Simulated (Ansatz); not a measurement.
# HgTe (Coloradoite) (F-43m) in Ansatz: notebook

Runs on HgTe (Coloradoite). Level: PBE. Tasks: single point.

Everything below comes from runs of Ansatz 0.2.0. Logs are shortened: lines on timing, memory, paths and dates and some standing lists are left out, and cuts for length are marked.

## Step 1: The crystal as given

It takes space group F-43m (No. 216, cubic). The conventional cell has a = 6.429 Å, b = 6.429 Å, c = 6.429 Å, α = 90.00°, β = 90.00°, γ = 90.00°. Around Hg (site symmetry -43m) lie 4 Te at 2.78 Å. Around Te (site symmetry -43m) lie 4 Hg at 2.78 Å.

## Step 2: Single point, PBE

input.yaml reads:

```yaml
crystal:
  lattice:
    - [0.0, 3.2145, 3.2145]
    - [3.2145, 0.0, 3.2145]
    - [3.2145, 3.2145, 0.0]
  atoms:
    - { symbol: Hg, position: [0.0, 0.0, 0.0] }
    - { symbol: Te, position: [0.75, 0.75, 0.75] }
hamiltonian:
  xc: pbe
  pseudopotentials: { kind: paw }
kpoints:
  mp_grid: { grid: [7, 7, 7] }
scf:
  occupations: { method: gaussian, width: 0.021 }
output:
  forces: true
  stress: true
  eigenvalues: true
```

Potentials or basis: Ansatz PAW.

Started as:

```console
ansatz run input.yaml --threads 2 --pin off --max-ram 5632MiB --backend cpu --events-out ev --progress --plain --runs-dir out
```

Log:

```text
Warning: RAYON_NUM_THREADS=2 ignored (pool sized by the plan → 2); use --threads N
Engine: ansatz 0.2.0, x86_64-unknown-linux-gnu
Pseudopotentials: kind: paw
Pseudopotential: Hg, paw, valence charge 20, recommended cutoff 420 eV (normal), Hg.paw.azcp
Pseudopotential: Te, paw, valence charge 16, recommended cutoff 420 eV (normal), Te.paw.azcp
Functional definition: PBE
  parameter kappa = 0.804
  parameter beta = 0.06672455060314922
  exchange = pbe_x(kappa = kappa, mu = beta*pi^2/3)
  correlation = pbe_c(beta = beta)
Crystal: 2 atoms, lattice volume = 66.431 Å³
Basis set: ecut = 420 eV, 1291 PW (Γ), exchange–correlation on 64×64×64 points (8 copies of the dense FFT grid, shifted against one another)
Bands: 22, of which v1, the nominal top of the filled ones, is band 18 counted from 1 (17 counted from 0)
Symmetry: 24 space group operations
Space group: F-43m (ITA 216), of the structure as read, at distance tolerance 4.1e-5 Å
k-points: 20 of 343 (time reversal used)
Non-local potential: Hg, projectors of the file, l = 0: 3, l = 1: 2, l = 2: 2, l = 3: 1
Non-local potential: Te, projectors of the file, l = 0: 2, l = 1: 2, l = 2: 2, l = 3: 2
PAW form: soft (Blöchl's): semilocal exchange-correlation on the pseudo side does not see the compensation charge
PAW one-centre angular grid: Hg, 590 points (default); XC on 64 Gauss nodes
PAW one-centre angular grid: Te, 590 points (default); XC on 64 Gauss nodes
Initial density: superposition of atomic densities (neutral atoms: chi_scale 0, normalization atom), corrected by the library's trained network
Initial wavefunctions: pseudopotential atomic-orbital guess
Functional: x = pbe(κ = 0.804, μ = 0.2195149727645171), c = pbe(β = 0.06672455060314922)
SCF iter   1: F=—  HF=-20793.653450 eV  |F-HF|=—  |Δ(HF+E_count)|=         —  Δρ=1.12e-3  dr2=1.74e-3  ethr=1.77e-3  ⟨swp⟩=6.2  Hψ=2108  notcnv=0
preconditioner: auto → none  [insulator: Δε(μ)=0.720 eV  Ē_g=10.695 eV  σ=0.021 eV  W_gap=0.67  n_scr=14 (ndim 8)  ℏωp=19.3 eV  f_vac=0.179  D(μ)=0.43/eV (n_scr^D=0)  ε∞_Penn≈4.3]
SCF iter   2: F=—  HF=-20793.653298 eV  |F-HF|=—  |Δ(HF+E_count)|=   1.52e-4  Δρ=5.19e-4  dr2=2.06e-4  ethr=4.83e-6  ⟨swp⟩=3.0  Hψ=1030  notcnv=0
SCF iter   3: F=—  HF=-20793.653376 eV  |F-HF|=—  |Δ(HF+E_count)|=   7.77e-5  Δρ=2.27e-4  dr2=3.27e-5  ethr=5.73e-7  ⟨swp⟩=2.2  Hψ=678  notcnv=0
SCF iter   4: F=—  HF=-20793.653424 eV  |F-HF|=—  |Δ(HF+E_count)|=   4.77e-5  Δρ=7.92e-5  dr2=3.86e-6  ethr=9.10e-8  ⟨swp⟩=2.0  Hψ=615  notcnv=0
SCF iter   5: F=—  HF=-20793.653437 eV  |F-HF|=—  |Δ(HF+E_count)|=   1.35e-5  Δρ=1.55e-5  dr2=1.24e-7  ethr=1.07e-8  ⟨swp⟩=2.0  Hψ=621  notcnv=0
SCF iter   6: F=-20793.653438 eV  HF=-20793.653438 eV  |F-HF|=1.03e-8  |Δ(HF+E_count)|=   7.58e-7  Δρ=2.31e-6  dr2=3.89e-9  ethr=2.78e-10  ⟨swp⟩=6.9  Hψ=1930  notcnv=0
SCF 1 converged in 6 iterations: F = -20793.653438 eV  dr2 = 3.89e-9
SCF converged after 6 iterations
Free energy (F): -20793.653438 eV
Harris-Foulkes:  -20793.653438 eV  (|F-HF|=1.03e-8)
Internal energy: -20793.653343 eV  (E = F + TS)
E sigma→0 (E₀):  -20793.653391 eV
Entropy (-TS):   -0.000094 eV (-0.047 meV/atom)
Fermi energy:    9.011647 eV
--- Per-component energies (eV) ---
  E_band       = -764.048060
  E_kinetic    = 785.075563
  E_local      = -4768.480929  (includes V_loc(G=0)·N_el)
  E_nonlocal   = -237.976184
  E_hartree    = 2322.536135
  E_xc         = -345.113464
  E_vxc        = -367.005987  (∫ρ·V_xc dr)
  E_paw        = -14606.637606  (= ΣΔE_a)
  E_vpaw       = -820.736849  (= ΣTr[D̂ρ^β])
  E_aug_tail   = 0.000753  (compensation charges beyond the density's cutoff)
  E_ewald      = -3943.057611
  E_smearing   = -0.000094  (= −TS)
  E_closure    = 0.000000  (closes the sum)
  Σ components = -20793.653438   (vs F -20793.653438, Δ=0.00e0)
--- Forces (eV/Å), atoms counted from 1 ---
  atom   1  Hg    -0.00000000    -0.00000000    -0.00000000
  atom   2  Te     0.00000000    -0.00000000    -0.00000000
  max |Σ_I F_I| component: 1.06e-16 eV/Å
--- Stress (GPa, compression-positive) ---
        4.558842       0.000000      -0.000000
       -0.000000       4.558842       0.000000
       -0.000000       0.000000       4.558842
  P = ⅓ Tr σ = 4.5588 GPa (45.588 kbar)
--- Band table (eV; the first three rows and the last of 20) ---
  k-point 0: bands = ["-105.9676", "-54.4257", "-54.4257", "-54.4257", "-27.7772", "-27.7772", "-27.7772", "-27.7685", "-27.7685", "-3.0987", "1.5572", "1.5572", "1.5572", "2.1073", "2.1073", "8.3255", "9.0053", "9.0053", "9.0053", "13.2219", "13.2219", "13.2219"]
  k-point 1: bands = ["-105.9676", "-54.4258", "-54.4257", "-54.4257", "-27.7773", "-27.7771", "-27.7771", "-27.7684", "-27.7684", "-2.9959", "1.5857", "1.5857", "1.5963", "2.1046", "2.1046", "6.9394", "8.7752", "8.7752", "9.7621", "13.1939", "13.5209", "13.5209"]
  k-point 2: bands = ["-105.9676", "-54.4258", "-54.4258", "-54.4258", "-27.7774", "-27.7770", "-27.7770", "-27.7684", "-27.7684", "-2.7506", "1.6435", "1.6435", "1.7871", "2.1087", "2.1087", "5.1680", "8.3351", "8.3351", "9.8665", "13.9488", "13.9488", "14.3137"]
  k-point 19: bands = ["-105.9676", "-54.4258", "-54.4258", "-54.4258", "-27.7776", "-27.7772", "-27.7767", "-27.7684", "-27.7681", "-2.3166", "1.7712", "1.8298", "2.0373", "2.0935", "2.6862", "3.4614", "6.0592", "6.7904", "11.8571", "13.4390", "14.6851", "15.5957"]
```

Run time: 3.4 s. Hardware: 2 threads of Intel Xeon at 2.50GHz (Skylake/Cascade Lake), shared host; peak memory 0.37 GiB.

Results:

```yaml
Free_energy: -20793.6534 eV
Pressure: 4.6 GPa
Band_gap_on_the_k_mesh: none (metal or under the smearing width)
```

Levels at points of the mesh, in eV from the Fermi level:
```
           k point  band 15  band 16  band 17  band 18  band 19  band 20  band 21  band 22
(0.00, 0.00, 0.00)    -6.90    -0.69    -0.01    -0.01    -0.01     4.21     4.21     4.21
```

The run has no spin-orbit coupling, so splittings on Hg, Te are missing.

## Step 3: Single point, PBE

Edit input.yaml of step 2 so:

```diff
@@ -14,3 +14,3 @@
 scf:
-  occupations: { method: gaussian, width: 0.021 }
+  occupations: { method: gaussian, width: 0.022 }
 output:
@@ -19 +19,5 @@
   eigenvalues: true
+  write_density: true
+  write_potential: true
+  elf: true
+  volumetric_format: npy
```

Potentials or basis: Ansatz PAW.

Started as:

```console
ansatz run input.yaml --threads 2 --pin off --max-ram 5632MiB --backend cpu --events-out ev --progress --plain --runs-dir out
```

It took 4.5 s on 2 threads of Intel Xeon at 2.50GHz (Skylake/Cascade Lake), shared host; peak memory 0.38 GiB.

It converged, with:

* Free energy: -20793.6534 eV
* Pressure: 4.6 GPa
* Band gap on the k mesh: none (metal or under the smearing width)

Levels at points of the mesh, in eV from the Fermi level:
| k point | band 16 | band 17 | band 18 | band 19 | band 20 | band 21 |
| --- | --- | --- | --- | --- | --- | --- |
| (0.00, 0.00, 0.00) | -0.69 | -0.01 | -0.01 | -0.01 | 4.21 | 4.21 |

## Step 4: Single point, PBE

Edit input.yaml of step 3 so:

```diff
@@ -14,3 +14,3 @@
 scf:
-  occupations: { method: gaussian, width: 0.022 }
+  occupations: { method: gaussian, width: 0.023 }
 output:
@@ -19,5 +19 @@
   eigenvalues: true
-  write_density: true
-  write_potential: true
-  elf: true
-  volumetric_format: npy
```

Started as:

```console
ansatz run input.yaml --threads 2 --pin off --max-ram 5632MiB --backend cpu --events-out ev --progress --plain --runs-dir out
```

Run time: 3.1 s. Hardware: 2 threads of Intel Xeon at 2.50GHz (Skylake/Cascade Lake), shared host; peak memory 0.37 GiB.

Results (log left out):

```
Free energy            : -20793.6534 eV
Pressure               : 4.6 GPa
Band gap on the k mesh : none (metal or under the smearing width)
```

Levels at points of the mesh, in eV from the Fermi level:
| k point | band 15 | band 16 | band 17 | band 18 | band 19 | band 20 | band 21 | band 22 |
| --- | --- | --- | --- | --- | --- | --- | --- | --- |
| (0.00, 0.00, 0.00) | -6.90 | -0.69 | -0.01 | -0.01 | -0.01 | 4.21 | 4.21 | 4.21 |

## Step 5: Single point, PBE

Edit input.yaml of step 4 so:

```diff
@@ -14,3 +14,3 @@
 scf:
-  occupations: { method: gaussian, width: 0.023 }
+  occupations: { method: gaussian, width: 0.024 }
 output:
```

Started as:

```console
ansatz run input.yaml --threads 2 --pin off --max-ram 5632MiB --backend cpu --events-out ev --progress --plain --runs-dir out
```

Run time: 3.1 s. Hardware: 2 threads of Intel Xeon at 2.50GHz (Skylake/Cascade Lake), shared host; peak memory 0.37 GiB.

It converged, with:

| Quantity | Value |
| --- | --- |
| Free energy | -20793.6535 eV |
| Pressure | 4.6 GPa |
| Band gap on the k mesh | none (metal or under the smearing width) |

Levels at points of the mesh, in eV from the Fermi level:
| k point | band 15 | band 16 | band 17 | band 18 | band 19 | band 20 | band 21 | band 22 |
| --- | --- | --- | --- | --- | --- | --- | --- | --- |
| (0.00, 0.00, 0.00) | -6.91 | -0.69 | -0.01 | -0.01 | -0.01 | 4.21 | 4.21 | 4.21 |

The run has no spin-orbit coupling, so splittings on Hg, Te are missing.

## Step 6: Summary

```tsv
smearing	gap on the mesh (eV)	pressure (GPa)
gaussian 0.021 eV	none	4.6
gaussian 0.022 eV	none	4.6
gaussian 0.023 eV	none	4.6
gaussian 0.024 eV	none	4.6
```

Alike in all rows: task single point; level PBE; potentials or basis Ansatz PAW; no spin polarisation; cell as given; k mesh 7 × 7 × 7; cutoff (eV) 420.

Every run on the cell as given and a fine mesh finds a metal.

Absolute energies hang on the potentials; compare differences alone.
